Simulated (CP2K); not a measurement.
# TiSi2 (Cmcm) in CP2K: notebook

Aim: see how the results for TiSi2 move with the level of theory and the settings. Levels: PBE, PBE+D2. Tasks: single point.

Everything below comes from runs of CP2K 2026.2. Logs are shortened: lines on timing, memory, paths and dates and some standing lists are left out, and cuts for length are marked.

**1. The crystal as given**

It takes space group Cmcm (No. 63, orthorhombic). The conventional cell has a = 3.530 Å, b = 13.519 Å, c = 3.565 Å, α = 90.00°, β = 90.00°, γ = 90.00°. Ti (site symmetry m2m) is surrounded by 10 Si at 2.58 to 2.81 Å. Si (site symmetry m2m) is surrounded by 4 Si at 2.51 Å and 4 Ti at 2.66 to 2.67 Å. Si (site symmetry m2m) is surrounded by 2 Si at 2.38 Å and 4 Ti at 2.58 Å.

The cell comes from a database or a generator and needn't be the stable form of this composition.

**2. Single point, PBE**

tisi2_scf.inp reads:

```
&GLOBAL
  PROJECT tisi2_scf
  RUN_TYPE ENERGY_FORCE
  PRINT_LEVEL LOW
&END GLOBAL
&FORCE_EVAL
  METHOD QS
  STRESS_TENSOR ANALYTICAL
  &DFT
    BASIS_SET_FILE_NAME BASIS_MOLOPT_UZH
    POTENTIAL_FILE_NAME POTENTIAL_UZH
    &MGRID
      CUTOFF 450
      REL_CUTOFF 60
      NGRIDS 5
    &END MGRID
    &QS
      METHOD GPW
      EPS_DEFAULT 1.0E-10
    &END QS
    &KPOINTS
      SCHEME MONKHORST-PACK 8 8 8
      GAMMA_CENTERED T
      SYMMETRY T
      SYMMETRY_BACKEND SPGLIB
    &END KPOINTS
    &SCF
      SCF_GUESS ATOMIC
      EPS_SCF 1.0E-6
      MAX_SCF 100
      ADDED_MOS 24
      CHOLESKY OFF
      EPS_EIGVAL 1.0E-7
      &DIAGONALIZATION ON
        ALGORITHM STANDARD
      &END DIAGONALIZATION
      &MIXING ON
        METHOD BROYDEN_MIXING
        ALPHA 0.4
        BETA 1.5
        NBUFFER 8
      &END MIXING
      &SMEAR ON
        METHOD FERMI_DIRAC
        ELECTRONIC_TEMPERATURE 580.23
      &END SMEAR
    &END SCF
    &XC
      &XC_FUNCTIONAL PBE
      &END XC_FUNCTIONAL
    &END XC
    &PRINT
      &KPOINTS ON
      &END KPOINTS
      &MULLIKEN ON
      &END MULLIKEN
      &MO ON
        ENERGIES T
        OCCUPATION_NUMBERS T
        &EACH
          QS_SCF 0
        &END EACH
        ADD_LAST NUMERIC
      &END MO
    &END PRINT
  &END DFT
  &SUBSYS
    &CELL
      A 6.9859489419 0.0000000000 0.0000000000
      B -6.0939883006 3.4156681940 0.0000000000
      C 0.0000000000 0.0000000000 3.5651739700
      PERIODIC XYZ
    &END CELL
    &COORD
      Ti  -4.7452102856 3.0634510479 0.8912934925
      Ti  5.6371709269 0.3522171461 2.6738804775
      Si  3.7200824571 0.8528417278 0.8912934925
      Si  -2.8281218158 2.5628264662 2.6738804775
      Si  -0.3159449896 1.9068017220 0.8912934925
      Si  1.2079056309 1.5088664720 2.6738804775
    &END COORD
    &KIND Ti
      BASIS_SET DZVP-MOLOPT-PBE-GTH-q12
      POTENTIAL GTH-PBE-q12
    &END KIND
    &KIND Si
      BASIS_SET DZVP-MOLOPT-PBE-GTH-q4
      POTENTIAL GTH-PBE-q4
    &END KIND
    &PRINT
      &ATOMIC_COORDINATES ON
      &END ATOMIC_COORDINATES
      &CELL ON
      &END CELL
    &END PRINT
  &END SUBSYS
  &PRINT
    &FORCES ON
    &END FORCES
    &STRESS_TENSOR ON
    &END STRESS_TENSOR
  &END PRINT
&END FORCE_EVAL
```

Potentials or basis: POTENTIAL_UZH Ti GTH-PBE-q12, Si GTH-PBE-q4; DZVP-MOLOPT-PBE-GTH basis.

Command:

```bash
OMP_NUM_THREADS=1 cp2k.psmp -i tisi2_scf.inp -o tisi2_scf.out
```

tisi2_scf.out:

```text

 CP2K| version string:                                       CP2K version 2026.2
 CP2K| Input file name                                             tisi2_scf.inp

 GLOBAL| Force Environment number                                              1
 GLOBAL| Basis set file name                                    BASIS_MOLOPT_UZH
 GLOBAL| Potential file name                                       POTENTIAL_UZH
 GLOBAL| MM Potential file name                                     MM_POTENTIAL
 GLOBAL| Coordinate file name                                      __STD_INPUT__
 GLOBAL| Method name                                                        CP2K
 GLOBAL| Project name                                                  tisi2_scf
 GLOBAL| Run type                                                   ENERGY_FORCE
 GLOBAL| FFT library                                                       FFTW3
 GLOBAL| Diagonalization library                                       ScaLAPACK
 GLOBAL| Cholesky decomposition library                                ScaLAPACK
 GLOBAL| DGEMM library                                                      BLAS
 GLOBAL| Direct generalized diagonalization requested                          F
 GLOBAL| Matrix multiplication library                                 ScaLAPACK
 GLOBAL| Global print level                                                  LOW
 GLOBAL| Total number of message passing processes                             1
 GLOBAL| Number of threads for this process                                    1
 GLOBAL| CPU model name                          Intel(R) Xeon(R) Platinum 8488C

 CELL| Volume [angstrom^3]:                                            85.071053
 CELL| Vector a [angstrom]:       6.986     0.000     0.000   |a| =     6.985949
 CELL| Vector b [angstrom]:      -6.094     3.416     0.000   |b| =     6.985949
 CELL| Vector c [angstrom]:       0.000     0.000     3.565   |c| =     3.565174
 CELL| Angle (b,c), alpha [degree]:                                    90.000000
 CELL| Angle (a,c), beta  [degree]:                                    90.000000
 CELL| Angle (a,b), gamma [degree]:                                   150.729457
 CELL| Numerically orthorhombic:                                              NO
 CELL| Periodicity                                                           XYZ

 CELL_REF| Volume [angstrom^3]:                                        85.071053
 CELL_REF| Vector a [angstrom     6.986     0.000     0.000   |a| =     6.985949
 CELL_REF| Vector b [angstrom    -6.094     3.416     0.000   |b| =     6.985949
 CELL_REF| Vector c [angstrom     0.000     0.000     3.565   |c| =     3.565174
 CELL_REF| Angle (b,c), alpha [degree]:                                90.000000
 CELL_REF| Angle (a,c), beta  [degree]:                                90.000000
 CELL_REF| Angle (a,b), gamma [degree]:                               150.729457
 CELL_REF| Numerically orthorhombic:                                          NO
 CELL_REF| Periodicity                                                       XYZ
[... 9 lines left out ...]
 TOTAL NUMBERS AND MAXIMUM NUMBERS

  Total number of            - Atomic kinds:                                   2
                             - Atoms:                                          6
                             - Shell sets:                                     6
                             - Shells:                                        36
                             - Primitive Cartesian functions:                 28
                             - Cartesian basis functions:                    118
                             - Spherical basis functions:                    104

  Maximum angular momentum of- Orbital basis functions:                        3
                             - Local part of the GTH pseudopotential:          2
                             - Non-local part of the GTH pseudopotential:      3

 MODULE QUICKSTEP: ATOMIC COORDINATES IN ANGSTROM

   Atom Kind Element         X             Y             Z       Z(eff)     Mass
      1    1 Ti   22     -4.745210      3.063451      0.891293  12.0000  47.8670
      2    1 Ti   22      5.637171      0.352217      2.673880  12.0000  47.8670
      3    2 Si   14      3.720082      0.852842      0.891293   4.0000  28.0855
      4    2 Si   14     -2.828122      2.562826      2.673880   4.0000  28.0855
      5    2 Si   14     -0.315945      1.906802      0.891293   4.0000  28.0855
      6    2 Si   14      1.207906      1.508866      2.673880   4.0000  28.0855

 SCF PARAMETERS         Density guess:                                    ATOMIC
                        --------------------------------------------------------
                        max_scf:                                             100
[... 7 lines left out ...]
                        --------------------------------------------------------
                        level_shift [a.u.]:                             0.000000
                        added MOs                                        24    0
                        --------------------------------------------------------
                        Mixing method:                            BROYDEN_MIXING
[... 11 lines left out ...]
 *******************************************************************************
 BRILLOUIN| K-point scheme                                        Monkhorst-Pack
 BRILLOUIN| K-Point grid                                             8    8    8
 BRILLOUIN| Gamma-centered k-point mesh                                     ON
 BRILLOUIN| K-point symmetry accuracy                               0.100000E-05
 BRILLOUIN| K-Point point group symmetrization                                ON
 BRILLOUIN| Symmetry backend                                             SPGLIB
 BRILLOUIN| Symmetry reduction method                                    SPGLIB
 BRILLOUIN| Wavefunction type                                            COMPLEX
 BRILLOUIN| List of Kpoints [2 Pi/Bohr]                                      105
 BRILLOUIN| Number           Weight            X              Y              Z
 BRILLOUIN|     1           0.00781       -0.37500       -0.37500       -0.37500
 BRILLOUIN|     2           0.00781       -0.37500       -0.37500       -0.25000
 BRILLOUIN|     3           0.00781       -0.37500       -0.37500       -0.12500
 BRILLOUIN|     4           0.00391       -0.37500       -0.37500        0.00000
 BRILLOUIN|     5           0.00391       -0.37500       -0.37500        0.50000
 BRILLOUIN|     6           0.01562       -0.37500       -0.25000       -0.37500
[... 32 lines left out ...]
 BRILLOUIN|    39           0.00781       -0.37500        0.50000        0.00000
 BRILLOUIN|    40           0.00781       -0.37500        0.50000        0.50000
 [... further k-points ...]
 *******************************************************************************

 Extrapolation method: initial_guess

 Number of electrons:                                                         40
 Number of occupied orbitals:                                                 20
 Number of molecular orbitals:                                                44

 Number of orbital functions:                                                104
 Number of independent orbital functions:                                    104

 SCF WAVEFUNCTION OPTIMIZATION

  Step     Update method      Time    Convergence         Total energy    Change
  ------------------------------------------------------------------------------
     1 NoMix/Diag. 0.40E+00   10.7     0.96284879      -133.5143207401 -1.34E+02
     2 Broy./Diag. 0.40E+00   12.5     0.01978618      -132.7027269793  8.12E-01
     3 Broy./Diag. 0.40E+00   12.4     0.03584178      -132.2921996921  4.11E-01
     4 Broy./Diag. 0.40E+00   12.4     0.01181286      -132.0924626488  2.00E-01
     5 Broy./Diag. 0.40E+00   12.6     0.00158483      -131.9731907720  1.19E-01
     6 Broy./Diag. 0.40E+00   12.6     0.00042980      -131.9781170631 -4.93E-03
     7 Broy./Diag. 0.40E+00   12.6     0.00031357      -131.9911518255 -1.30E-02
     8 Broy./Diag. 0.40E+00   12.5     0.00008086      -131.9932414642 -2.09E-03
     9 Broy./Diag. 0.40E+00   12.4     0.00007289      -131.9945318473 -1.29E-03
    10 Broy./Diag. 0.40E+00   12.4     0.00000978      -131.9948698347 -3.38E-04
    11 Broy./Diag. 0.40E+00   12.6     0.00000442      -131.9949626206 -9.28E-05
    12 Broy./Diag. 0.40E+00   13.9     0.00000154      -131.9949740712 -1.15E-05
    13 Broy./Diag. 0.40E+00   14.7     0.00000063      -131.9949741073 -3.61E-08

  *** SCF run converged in    13 steps ***

  Electronic density on regular grids:        -39.9999999981        0.0000000019
  Core density on regular grids:               39.9999999960       -0.0000000040
  Total charge density on r-space grids:       -0.0000000021
  Total charge density g-space grids:          -0.0000000021

  Overlap energy of the core charge distribution:               0.00000000000394
  Self energy of the core charge distribution:               -254.28578691636940
  Core Hamiltonian energy:                                     63.36909849886376
  Hartree energy:                                              78.69359349464455
  Exchange-correlation energy:                                -19.77144445185166
  Electronic entropic energy:                                  -0.00043473203906
  Fermi energy:                                                 0.40723098791100

  Total energy:                                              -131.99497410729870
  Total energy (extrapolated to T->0):                       -131.99475674127916

 MO| EIGENVALUES AND OCCUPATION NUMBERS FOR K POINT 1
 MO|
 MO|  Index      Eigenvalue [a.u.]        Eigenvalue [eV]             Occupation
 MO|      1              -1.680371             -45.725217               2.000000
 MO|      2              -1.680240             -45.721656               2.000000
 MO|      3              -0.811786             -22.089831               2.000000
 MO|      4              -0.811775             -22.089525               2.000000
 MO|      5              -0.811312             -22.076930               2.000000
 MO|      6              -0.811077             -22.070535               2.000000
[... 36 lines left out ...]
 MO|     43               0.893111              24.302793               0.000000
 MO|     44               0.945120              25.718011               0.000000
 MO| Sum:                                                              40.000000
 MO| E(Fermi):            0.407231 a.u.         11.081319 eV
[... 613 lines left out ...]
 MO|      6              -0.809520             -22.028153               2.000000
[... 36 lines left out ...]
 MO|     43               0.889834              24.213613               0.000000
 MO|     44               0.931788              25.355247               0.000000
 MO| Sum:                                                              41.991893
 MO| E(Fermi):            0.407231 a.u.         11.081319 eV

 [... the levels of further k-points ...]

 !-----------------------------------------------------------------------------!
                     Mulliken Population Analysis

 #  Atom  Element  Kind  Atomic population                           Net charge
       1     Ti       1         12.303892                             -0.303892
       2     Ti       1         12.303892                             -0.303892
       3     Si       2          3.880766                              0.119234
       4     Si       2          3.880766                              0.119234
       5     Si       2          3.815343                              0.184657
       6     Si       2          3.815342                              0.184658
 # Total charge                             40.000000                 -0.000000

 !-----------------------------------------------------------------------------!

 ENERGY| Total FORCE_EVAL ( QS ) energy [hartree]           -131.994963198082047

 FORCES| Atomic forces [hartree/bohr]
 FORCES|   Atom     x               y               z               |f|
 FORCES|      1  6.54385665E-04 -1.70928729E-04 -4.98076066E-04   8.39950592E-04
 FORCES|      2 -6.54404292E-04  1.70936583E-04  4.98076545E-04   8.39966986E-04
 FORCES|      3  1.70560604E-04 -4.45203573E-05 -3.49017179E-08   1.76275305E-04
 FORCES|      4 -1.70551253E-04  4.45246607E-05  3.47480448E-08   1.76267344E-04
 FORCES|      5 -3.37768273E-03  8.82085556E-04 -2.49409063E-07   3.49096199E-03
 FORCES|      6  3.37769200E-03 -8.82097712E-04  2.49093409E-07   3.49097403E-03
 FORCES| Sum    -7.47123977E-12  1.85896697E-12  9.63226820E-12
 FORCES| Total atomic force                                       1.23310897E-11

 STRESS| Analytical stress tensor [bar]
 STRESS|                        x                   y                   z
 STRESS|      x        9.67050797493E+03   5.63677016684E+02   5.67090798585E-01
 STRESS|      y        5.63677016684E+02   1.16806710918E+04  -1.48086910966E-01
 STRESS|      z        5.67090798585E-01  -1.48086910966E-01   1.52961431815E+04
 STRESS| 1/3 Trace                                             1.22157740828E+04
 STRESS| Determinant                                           1.72296201763E+12

 STRESS| Eigenvectors and eigenvalues of the analytical stress tensor [bar]
 STRESS|                        1                   2                   3
 STRESS| Eigenvalues   9.52323504998E+03   1.18279439573E+04   1.52961432410E+04
 STRESS|      x           0.967522162820      0.252786183962      0.000098235316
 STRESS|      y          -0.252786182662      0.967522167807     -0.000025643655
 STRESS|      z          -0.000101527207     -0.000000021726      0.999999994846
```

It took 3.2 min on 1 thread of Intel Xeon Platinum 8488C (Sapphire Rapids), shared host; peak memory 0.7 GiB.

Results:

* Free energy: -3591.7656 eV
* Pressure: 1.2 GPa
* Largest force: 0.180 eV/Å
* Band gap on the k mesh: none (metal or under the smearing width)
* Mulliken charges: Ti -0.30; Si +0.12, +0.18 e

Forces on the atoms (eV/Å):
```
Ti   0.034 -0.009 -0.026
Ti  -0.034  0.009  0.026
Si   0.009 -0.002  0.000
Si  -0.009  0.002  0.000
Si  -0.174  0.045  0.000
Si   0.174 -0.045  0.000
```

Stress tensor (GPa, compression positive):
```
0.97 0.06 0.00
0.06 1.17 0.00
0.00 0.00 1.53
```

Levels at points of the mesh, in eV from the Fermi level:
```
           k point  band 16  band 17  band 18  band 19  band 20  band 21  band 22  band 23  band 24  band 25
(0.00, 0.00, 0.00)    -2.56    -2.15    -2.10    -2.08     0.45     0.72     0.81     0.90     1.39     1.48
(0.00, 0.00, 0.50)    -2.31    -1.63    -1.63    -0.06    -0.06     0.84     0.84     1.47     1.47     1.67
(0.00, 0.50, 0.00)    -2.48    -1.70    -1.47    -0.67    -0.61    -0.55     1.21     1.51     1.68     1.82
(0.00, 0.50, 0.50)    -4.06    -3.23    -3.23    -2.45    -2.45     1.76     1.76     1.89     1.89     2.58
(0.50, 0.50, 0.00)    -2.66    -2.54    -1.95    -1.17     0.37     0.65     0.76     0.91     1.15     2.09
(0.50, 0.50, 0.50)    -3.37    -2.05    -2.05    -0.91    -0.91     0.48     0.48     1.68     1.68     2.45
```

Caveat: Mulliken charges move with the basis; the basis of atomic orbitals isn't converged, which shifts pressures, moduli and gaps.

(Continued in part 2 of 2.)
